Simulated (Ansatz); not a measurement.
A generator proposed this cell of C.

```
C
1.0
    -1.22741    1.22741    3.03745
     1.22741   -1.22741    3.03745
     1.22741    1.22741   -3.03745
C
3
Cartesian
  0.0000 0.0000 2.3078
  0.0000 1.2274 1.5187
  0.0000 0.0000 3.7670
```

The calculation used Ansatz, DFT PBE, scalar-relativistic, plane waves, PAW. Plane waves to 420 eV, a k mesh through Γ of 10×10×10 on the computed 3-atom cell and Gaussian smearing (0.10 eV); no spin polarisation.

Energies count from the standard state of C at the same level.

Problem. What does a single point on this coarse mesh give?

Solution. The pressure is 35.2 GPa (the mean over three directions, positive in compression), the largest force is 3.60 eV/Å, and the energy is +1.02 eV/atom against the standard state. The shortest distance is 1.46 Å.

Problem. How much does it gain on relaxing, and where does it end?

Solution. Relaxing gains about 0.13 eV/atom (the start's value is from the coarse mesh, so the gain is rough) in 11 ionic steps and ends at +0.89 eV/atom on the finer mesh. The symmetry stays I-4m2 (No. 119). The volume per atom grows by 6.5 %, from 6.1 to 6.5 Å³. The shortest distance goes from 1.46 Å (C–C) to 1.45 Å (C–C). Conventional cell: a = 2.462 Å, c = 6.436 Å. Around C on a site of symmetry 2mm lie 3 C at 1.45–1.52 Å; around C on a site of symmetry -4m2 lie 4 C at 1.52 Å.

The last run used a 26×26×26 mesh for its 3-atom cell and Gaussian smearing of 0.10 eV. The reference form of C is held partly by dispersion forces, which this level lacks. The relaxation can't lower the symmetry of the start. A structure relaxed within its symmetry needn't be a true minimum. Another cell of C relaxed alike, in P6/mmm, lies 0.89 eV/atom lower, so this cell isn't the stable form at this level.
